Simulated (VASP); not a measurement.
# KI (Fm-3m) in VASP: further runs, part 2 of 2

VASP 6.6.1.

**3. Phonons, LDA, target pressure 1.5 GPa, at which the enthalpy is minimised**

This run uses another cell than the first one, of 39.78 Å³/atom, 0.879 times its volume.

Input file POSCAR:

```
KI
1.0
    0.0000000000      3.4135287544      3.4135287544
    3.4135287544      0.0000000000      3.4135287544
    3.4135287544      3.4135287544      0.0000000000
  K               I
     1     1
Direct
     0.0000000000000000    0.0000000000000000    0.0000000000000000
     0.5000000000000000    0.5000000000000000    0.5000000000000000
```

Input file INCAR.step1:

```
PREC     = Accurate       # precision mode
ENCUT    = 600            # plane-wave cutoff, eV
EDIFF    = 1E-8           # SCF threshold, eV
ISMEAR   = 0              # smearing method
SIGMA    = 0.03           # smearing width, eV
LREAL    = F              # projectors in reciprocal space
LASPH    = T              # aspherical terms in the spheres
NELM     = 80             # most SCF steps
ALGO     = Normal         # electronic algorithm
ISIF     = 3              # what is computed and relaxed
LWAVE    = F              # write WAVECAR
LCHARG   = F              # write CHGCAR
PSTRESS  = 15.0         
IBRION   = 2              # ionic algorithm
NSW      = 40             # ionic steps
EDIFFG   = -0.002         # ionic threshold
```

Input file INCAR.step2:

```
PREC     = Accurate       # precision mode
ENCUT    = 600            # plane-wave cutoff, eV
EDIFF    = 1E-8           # SCF threshold, eV
ISMEAR   = 0              # smearing method
SIGMA    = 0.03           # smearing width, eV
LREAL    = F              # projectors in reciprocal space
LASPH    = T              # aspherical terms in the spheres
NELM     = 80             # most SCF steps
ALGO     = Normal         # electronic algorithm
ISIF     = 2              # what is computed and relaxed
LWAVE    = F              # write WAVECAR
LCHARG   = F              # write CHGCAR
PSTRESS  = 15.0         
IBRION   = 6              # ionic algorithm
NFREE    = 2            
POTIM    = 0.015          # step
NSW      = 1              # ionic steps
```

Input file KPOINTS:

```
Automatic mesh
0
Gamma
  8 8 8
```

Potentials or basis: VASP PAW LDA potentials, release 64 (K_sv, I).

Started as:

```
> cat potpaw_LDA.64/K_sv/POTCAR potpaw_LDA.64/I/POTCAR > POTCAR
> cp INCAR.step1 INCAR
> mpirun -np 1 vasp_std > vasp.out
> cp CONTCAR POSCAR
> cp INCAR.step2 INCAR
> mpirun -np 1 vasp_std > vasp.out
```

OUTCAR:

```text
PREC = Accurate
   ENCUT = 600
   EDIFF = 1E-8
   ISMEAR = 0
   LREAL = F
   LASPH = T
   NELM = 80
   ISIF = 2
   PSTRESS = 15.0
   IBRION = 6
   NFREE = 2
   POTIM = 0.015
   NSW = 1

 ion  position               nearest neighbor table
   1  0.000  0.000  0.000-   2 3.33   2 3.33   2 3.33   2 3.33   2 3.33   2 3.33
   2  0.500  0.500  0.500-   1 3.33   1 3.33   1 3.33   1 3.33   1 3.33   1 3.33

  LATTYP: Found a face centered cubic cell.
 ALAT       =     6.6539701619

  Lattice vectors:

 A1 = (   0.0000000000,   3.3269850810,   3.3269850810)
 A2 = (   3.3269850810,   0.0000000000,   3.3269850810)
 A3 = (   3.3269850810,   3.3269850810,   0.0000000000)

Analysis of symmetry for initial positions (statically):
=====================================================================
 Subroutine PRICEL returns:
 Original cell was already a primitive cell.

 Routine SETGRP: Setting up the symmetry group for a
 face centered cubic supercell.

 Subroutine GETGRP returns: Found 48 space group operations
 (whereof 48 operations were pure point group operations)
 out of a pool of 48 trial point group operations.

The static configuration has the point symmetry O_h .

Analysis of symmetry for dynamics (positions and initial velocities):
=====================================================================
 Subroutine PRICEL returns:
 Original cell was already a primitive cell.

 Routine SETGRP: Setting up the symmetry group for a
 face centered cubic supercell.

 Subroutine GETGRP returns: Found 48 space group operations
 (whereof 48 operations were pure point group operations)
 out of a pool of 48 trial point group operations.

The dynamic configuration has the point symmetry O_h .

 Subroutine INISYM returns: Found 48 space group operations
 (whereof 48 operations are pure point group operations),
 and found     1 'primitive' translations

----------------------------------------------------------------------------------------

                                     Primitive cell

  volume of cell :      73.6517

  direct lattice vectors                    reciprocal lattice vectors
     0.000000000  3.326985081  3.326985081    -0.150286216  0.150286216  0.150286216
     3.326985081  0.000000000  3.326985081     0.150286216 -0.150286216  0.150286216
     3.326985081  3.326985081  0.000000000     0.150286216  0.150286216 -0.150286216

  length of vectors
     4.705067423  4.705067423  4.705067423     0.260303363  0.260303363  0.260303363

  position of ions in fractional coordinates (direct lattice)
     0.000000000  0.000000000  0.000000000
     0.500000000  0.500000000  0.500000000

  ion indices of the primitive-cell ions
   primitive index   ion index
                 1           1
                 2           2

----------------------------------------------------------------------------------------

 KPOINTS: Automatic mesh
[... 109 lines left out ...]

 number of electron      16.0000000 magnetization

 Free energy of the ion-electron system (eV)
  ---------------------------------------------------
  ext. energy  EPLUGINS =         0.00000000
  ---------------------------------------------------
  free energy    TOTEN  =        -6.14041797 eV

  energy without entropy =       -6.14041797  energy(sigma->0) =       -6.14041797

------------------------ aborting loop because EDIFF is reached ----------------------------------------

  FORCE on cell =-STRESS in cart. coord.  units (eV):
  Direction    XX          YY          ZZ          XY          YZ          ZX
  --------------------------------------------------------------------------------------
  -------------------------------------------------------------------------------------
  Total        0.6891005      0.6891005      0.6891005      0.0000000      0.0000000      0.0000000
  in kB       14.9903084     14.9903084     14.9903084      0.0000000      0.0000000      0.0000000
  external PRESSURE =      -0.0096916 kB  Pullay stress =      15.0000000 kB
[... 139 lines left out ...]
--------------------------------------- Ionic step        5  -------------------------------------------

 number of electron      16.0000000 magnetization

 Free energy of the ion-electron system (eV)
  ---------------------------------------------------
  ext. energy  EPLUGINS =         0.00000000
  ---------------------------------------------------
  free energy    TOTEN  =        -6.14019042 eV

  energy without entropy =       -6.14019042  energy(sigma->0) =       -6.14019042

 E-fermi :   0.5771     XC(G=0):  -8.3437

 val. band max:        0.4506152658   @ k =   0.0000   0.0000   0.0000
 cond. band min:       4.5363781676   @ k =   0.0000   0.0000   0.0000
 fundamental gap:      4.0857629018
 Fermi energy:         0.5771001147

 k-point     1 :       0.0000    0.0000    0.0000
  band No.  band energies     occupation
      1     -27.4477      2.00000
      2     -11.2041      2.00000
      3     -11.2039      2.00000
      4     -11.2039      2.00000
      5     -10.4466      2.00000
      6       0.4506      2.00000
      7       0.4506      2.00000
      8       0.4506      2.00000
      9       4.5364      0.00000
     10       6.5916      0.00000
     11       6.5917      0.00000
     12       6.5917      0.00000
[... 331 lines left out ...]
 k-point    24 :      -0.3750    0.2500    0.1250
  band No.  band energies     occupation
      1     -27.4401      2.00000
      2     -11.5401      2.00000
      3     -11.2441      2.00000
      4     -11.2234      2.00000
      5      -9.8826      2.00000
      6      -1.1095      2.00000
      7      -0.3397      2.00000
      8      -0.1417      2.00000
      9       6.4035      0.00000
     10       7.1531      0.00000
     11       8.2700      0.00000
     12       8.8339      0.00000

 [... further k-points ...]

------------------------ aborting loop because EDIFF is reached ----------------------------------------

  FORCE on cell =-STRESS in cart. coord.  units (eV):
  Direction    XX          YY          ZZ          XY          YZ          ZX
  --------------------------------------------------------------------------------------
  -------------------------------------------------------------------------------------
  Total        0.6919194      0.6887169      0.6887169     -0.0000000      0.0000000      0.0000000
  in kB       15.0516308     14.9819654     14.9819654     -0.0000000      0.0000000      0.0000000
  external PRESSURE =       0.0051872 kB  Pullay stress =      15.0000000 kB
[... 21 lines left out ...]
  energy  without entropy=       -6.1401904229  energy(sigma->0) =       -6.14019042

  enthalpy is  TOTEN    =        -5.4506444404 eV   P V=        0.6895459825

 INTERNAL STRAIN TENSORS FROM DISPLACED ATOMS
 ============================================

 INTERNAL STRAIN TENSOR FOR ION    1 for displacements in x,y,z  (eV/Angst):
          X           Y           Z          XY          YZ          ZX
  --------------------------------------------------------------------------------
  x     0.00000     0.00000     0.00000     0.00000     0.00000     0.00000
  y     0.00000     0.00000     0.00000     0.00000     0.00000     0.00000
  z     0.00000     0.00000     0.00000     0.00000     0.00000     0.00000

 INTERNAL STRAIN TENSOR FOR ION    2 for displacements in x,y,z  (eV/Angst):
          X           Y           Z          XY          YZ          ZX
  --------------------------------------------------------------------------------
  x     0.00000     0.00000     0.00000     0.00000     0.00000     0.00000
  y     0.00000     0.00000     0.00000     0.00000     0.00000     0.00000
  z     0.00000     0.00000     0.00000     0.00000     0.00000     0.00000

 Eigenvectors and eigenvalues of the dynamical matrix
 ----------------------------------------------------

   1 f  =    4.064387 THz    25.537298 2PiTHz  135.573367 cm-1    16.808948 meV
             X         Y         Z           dx          dy          dz
      0.000000  0.000000  0.000000     0.874089    0.000000    0.000000
      3.326985  3.326985  3.326985    -0.485766    0.000000    0.000000
[... 21 lines left out ...]
   6 f/i=    0.002114 THz     0.013281 2PiTHz    0.070504 cm-1     0.008741 meV
             X         Y         Z           dx          dy          dz
      0.000000  0.000000  0.000000     0.126912    0.192902   -0.427377
      3.326985  3.326985  3.326985     0.228366    0.347108   -0.769023

 ELASTIC MODULI CONTR FROM IONIC RELAXATION (kBar)
 Direction    XX          YY          ZZ          XY          YZ          ZX
 --------------------------------------------------------------------------------
 XX           0.0000      0.0000      0.0000      0.0000      0.0000      0.0000
 YY           0.0000      0.0000      0.0000      0.0000      0.0000      0.0000
 ZZ           0.0000      0.0000      0.0000      0.0000      0.0000      0.0000
 XY           0.0000      0.0000      0.0000      0.0000      0.0000      0.0000
 YZ           0.0000      0.0000      0.0000      0.0000      0.0000      0.0000
 ZX           0.0000      0.0000      0.0000      0.0000      0.0000      0.0000
 --------------------------------------------------------------------------------
```

Run time: 2.2 min. Hardware: 1 thread of Intel Xeon 6975P-C (Granite Rapids), shared host; peak memory 0.26 GiB.

Results:

```yaml
Relaxed_volume: 36.83 Å³/atom
Relaxed_cell: a = 4.705 Å, b = 4.705 Å, c = 4.705 Å, α = 60.00°, β = 60.00°, γ = 60.00°
Space_group_after_relaxing_to_0.05_Å: Fm-3m (No. 225)
Highest_phonon_frequency_at_Γ_LO-TO_splitting_left_out: 136 cm⁻¹
```

The path:
```
step  energy change (eV)  largest force (eV/Å)  pressure (GPa)  volume (Å³)
   1              0.0000                0.0000            0.00        79.55
   2              0.0125                0.0000            1.00        75.35
   3              0.0249                0.0000            1.48        73.73
   4              0.0260                0.0000            1.51        73.62
   5              0.0257                0.0000            1.50        73.65
```

Final structure:
```
CELL_PARAMETERS angstrom
0.00000 3.32699 3.32699
3.32699 0.00000 3.32699
3.32699 3.32699 0.00000
ATOMIC_POSITIONS crystal
K 0.00000 0.00000 0.00000
I 0.50000 0.50000 0.50000
```

Phonon frequencies in cm⁻¹ (negative: imaginary):
| q point | frequencies |
| --- | --- |
| (0.000, 0.000, 0.000) | 0 0 0 136 136 136 |

**4. Comparison with measurements**

Step 2. Measured high-frequency dielectric constant of KI: 2.65 (a printed reference work, monograph). This calculation gives 2.91 (+9.7 %).
